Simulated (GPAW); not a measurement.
# Ge (P-1) in GPAW: single point with PBEsol+D3(BJ)+ATM

Aim: the single point of Ge with PBEsol+D3(BJ)+ATM.

Everything below comes from runs of GPAW 26.7.0. Logs are shortened: lines on timing, memory, paths and dates and some standing lists are left out, and cuts for length are marked. The log counts tension as positive stress, the text compression.

## (1) The cell of the first run

The typed cell holds 1 atom: a = 2.981 Å, b = 2.963 Å, c = 2.914 Å, α = 61.22°, β = 60.32°, γ = 60.50°.

This isn't the form of Ge at room conditions, which is diamond.

## (2) Single point, PBEsol+D3(BJ)+ATM (cell sheared at random, sigma 0.01, atoms nudged by 0.01 Å)

run.py reads:

```python
from ase.calculators.mixing import SumCalculator
from ase.dft.bandgap import bandgap
from ase.io import read, write
from ase.units import Bohr, GPa
from dftd3.ase import DFTD3
from gpaw import GPAW, PW, setup_paths
from gpaw.elf import elf_from_dft_calculation

setup_paths.insert(0, '.')

atoms = read('POSCAR')

calc = GPAW(mode=PW(600),
            xc='PBEsol',
            kpts={'size': (11, 11, 11), 'gamma': True},
            occupations={'name': 'fermi-dirac', 'width': 0.05},
            nbands=10,
            convergence={'density': 1e-05, 'energy': 1e-05},
            symmetry={'point_group': False},
            maxiter=60,
            txt='gpaw.txt')
atoms.calc = SumCalculator([calc, DFTD3(damping='d3bj', params_tweaks=dict(method='pbesol', atm=True))])
energy = atoms.get_potential_energy()
forces = atoms.get_forces()
stress = atoms.get_stress()
calc.write('gs.gpw')
write('result.traj', atoms)
print(f'Energy: {energy:.6f} eV')
print('Forces (eV/A):')
print(forces.round(4))
print('Stress (GPa):', (stress / GPa).round(3))
print('Fermi level:', round(calc.get_fermi_level(), 4), 'eV')
print(f'Gap: {bandgap(calc)[0]:.4f} eV, direct: {bandgap(calc, direct=True)[0]:.4f} eV')

# fields on the real-space grid
write('density.cube', atoms, data=calc.get_pseudo_density() * Bohr**3)
write('potential.cube', atoms, data=calc.get_electrostatic_potential())
write('elf.cube', atoms, data=elf_from_dft_calculation(calc).data)
```

POSCAR reads:

```
Ge
1.0
   -0.0282083000      2.1019966500      2.1134578200
    2.0716247400     -0.0325513900      2.1178009100
    2.0429605600      2.0776755600     -0.0038872100
Ge
1
Direct
    0.0000000000      0.0000000000      0.0000000000
```

Potentials or basis: PAW data sets generated in the run's folder for this functional, pw.

Launch:

```console
gpaw-setup -f PBEsol Ge
OMP_NUM_THREADS=1 python run.py
```

gpaw.txt:

```text
__  _  _
 | _ |_)|_||  |
 |__||  | ||/\| - 26.7.0

Input parameters:
  mode=PW(ecut=600.0),
  convergence={'density': 1e-05, 'energy': 1e-05},
  kpts=MonkhorstPack(size=(11, 11, 11), gamma=True),
  maxiter=60,
  nbands=10,
  occupations=Occupations(name='fermi-dirac', width=0.05),
  symmetry=Symmetry(point_group=False),
  xc=XC(name='PBEsol')

Diagonalizing LCAO Hamiltonian
Converting LCAO to pw mode

       Ge

Atoms  # Å, Bohr magnetons
|   | symbol |        x |        y |        z |    initial magnetic moments |
|---|--------|----------|----------|----------|-----------------------------|
| 0 |     Ge | 0.000000 | 0.000000 | 0.000000 | ( 0.0000,  0.0000,  0.0000) |

Unit cell  # Å
| periodic |         x |         y |         z |  lengths |    angles |
|----------|-----------|-----------|-----------|----------|-----------|
|      yes | -0.028208 |  2.101997 |  2.113458 | 2.980921 | 61.219322 |
|      yes |  2.071625 | -0.032551 |  2.117801 | 2.962730 | 60.315856 |
|      yes |  2.042961 |  2.077676 | -0.003887 | 2.913836 | 60.499228 |

Number of symmetries: 1
Symmetry operations  # r_c * U_cc + t_c -> r_c
|   | kind |            matrix            |
|---|------|------------------------------|
| 0 |  E   |  1, 0, 0,  0, 1, 0,  0, 0, 1 |

BZ-sampling:
  Number of BZ points: 1331
  Number of IBZ points: 666

  Monkhorst-Pack size: [11, 11, 11]
  Monkhorst-Pack shift: [0, 0, 0]

K-points  # in reciprocal-cell coordinates
|     |                                coordinates |     weight |
|-----|--------------------------------------------|------------|
|   0 | (  0.00000000,   0.00000000,   0.00000000) | 0.00075131 |
|   1 | (  0.00000000,   0.00000000,   0.09090909) | 0.00150263 |
|   2 | (  0.00000000,   0.00000000,   0.18181818) | 0.00150263 |
|   3 | (  0.00000000,   0.00000000,   0.27272727) | 0.00150263 |
|   4 | (  0.00000000,   0.00000000,   0.36363636) | 0.00150263 |
|   5 | (  0.00000000,   0.00000000,   0.45454545) | 0.00150263 |
|   6 | (  0.00000000,   0.09090909,  -0.45454545) | 0.00150263 |
|   7 | (  0.00000000,   0.09090909,  -0.36363636) | 0.00150263 |
|   8 | (  0.00000000,   0.09090909,  -0.27272727) | 0.00150263 |
|   9 | (  0.00000000,   0.09090909,  -0.18181818) | 0.00150263 |
| ... |                                            |            |
| 665 | (  0.45454545,   0.45454545,   0.45454545) | 0.00150263 |

Plane wave coefficients: 627
Cutoff: 600.0 eV

Spin-components: 1 (collinear spins)
Bands:           10
Projectors:      5
Spin-degeneracy: 2
Datatype:        complex128

Parallelization:
  kpt:    1
  domain: 1
  band:   1

Density:
  Valence electrons: 4.0
  Components: 1
  Grid points: [18 18 18]
  Charge: 0.0  # |e|

Potential:
  Grid points: [18 18 18]

species:
  Ge:
    name:    Germanium
    Z:       32.0
    valence: 4
    core:    28
    charge:  0.0  # [|e|]
    compensation charges:
      type: gauss
      rc: 0.32  # [Å]
      lmax: 2
    cutoffs:
      filter: 1.77  # [Å]
      core: 3.42  # [Å]
    projectors
    | kind |    occ | energy [eV] | rcut [Å] |
    |------|--------|-------------|----------|
    |   4s |  2.000 |     -11.738 |    1.005 |
    |   4p |  2.000 |      -3.898 |    1.005 |
    |    s |        |      15.473 |    1.005 |
    |    p |        |      23.314 |    1.005 |
    |    d |        |       0.000 |    1.005 |

    Using partial waves for Ge as LCAO basis

Reference energy: -57055.759938  # eV

eigensolver:
  PPCG
  Converge bands: occupied
  niter=2

density mixing:
  MSR1-Mixer
  Pratt-step length: 0.05
  Maximum mixing coefficient: 0.75
  Old densities: 10
  SVD Regularization: 0.005
  Good broyden scale: 1.0
  Trust region scale: 1.0
  Backstep threshold: 4.0
  History deletion threshold: 6.0
  Fourier metric: weight=20.0, sigma=0.015

occupation numbers:
  Fermi-Dirac:
    width: 0.0500  # eV

poisson solver:
  ecut: 4800.0  # eV

xc functional:
  name: PBEsol with 2 nearest neighbor stencil

convergence criteria:
- Maximum integral of absolute [dens]ity change: 1e-05 electrons / valence electron
- Maximum [total energy] change in last 3 cyles: 1e-05 eV / valence electron
- Maximum integral of absolute [eigenst]ate change: 4e-08 eV^2 / valence electron
maximum number of iterations: 60

SCF iterations
|iter     | |      energy | eigst |  dens |
|---------|-|-------------|-------|-------|
|iter:   1| |   -4.677622 | -0.64 |       |
|iter:   2| |   -4.676354 | -3.20 | -1.29 |
|iter:   3| |   -4.664393 | -3.66 | -1.31 |
|iter:   4| |   -4.663599 | -4.48 | -1.92 |
|iter:   5| |   -4.663591 | -5.64 | -3.07 |
|iter:   6| |   -4.663590c| -6.72 | -3.59 |
|iter:   7| |   -4.663590c| -8.49c| -4.58 |
|iter:   8| |   -4.663590c| -9.11c| -5.10c|

Converged in 8 steps
Energy contributions relative to reference atoms: (reference = -57055.759938)

Energy contributions:
  Kinetic:           8.127644
  Coulomb:          -7.288062
  Zero:             -0.006482
  External:          0.000000
  Xc:               -5.494519
  Entropy:          -0.004342
  Spinorbit:         0.000000
  ----------------------------
  Free energy:      -4.665761
  Extrapolated:     -4.663590

dipole moment: (-13.407200, -13.606498, -13.869796)  # |e|*Ang

Fermi level: 8.118
Eigenvalues  # (at kpt = [0.000, 0.000, 0.000])
| band index |      eig [eV] | occ [0-2] |
|------------|---------------|-----------|
|          0 |        -5.256 |     2.000 |
|          1 |        16.946 |     0.000 |
|          2 |        17.288 |     0.000 |
|          3 |        17.674 |     0.000 |
|          4 |        21.551 |     0.000 |
|          5 |        21.817 |     0.000 |
|          6 |        22.382 |     0.000 |
|          7 |        23.543 |     0.000 |
|          8 |        25.545 |     0.000 |
|          9 |        27.865 |     0.000 |

No gap
No difference between direct/indirect transitions

Forces  # eV/Ang
|       x |        y |        z |
|---------|----------|----------|
| 0.00000 | -0.00000 | -0.00000 |  # Ge   0

Stress tensor  # eV/Ang^3
|         x |         y |         z |
|-----------|-----------|-----------|
|  0.001447 | -0.009477 |  0.000453 |
| -0.009477 | -0.000823 | -0.001181 |
|  0.000453 | -0.001181 | -0.004414 |

# Writing to gs.gpw (mode='')
```

stdout:

```text
Energy: -4.979196 eV
Forces (eV/A):
[[ 0. -0. -0.]]
Stress (GPa): [ 2.896  2.532  1.957 -0.19   0.073 -1.522]
Fermi level: 8.1183 eV
Gap: 0.0000 eV, direct: 0.0000 eV
```

Run time: 88 s. Hardware: 1 thread of Arm Neoverse V1, shared host; peak memory 0.26 GiB.

Results:

```yaml
Free_energy: -4.9814 eV
Pressure: -2.5 GPa
Band_gap_on_the_k_mesh: none (metal or under the smearing width)
Dispersion_energy_per_atom: -0.316 eV
```

Caveat: pairwise dispersion overbinds metals, which lowers pressure and volume.
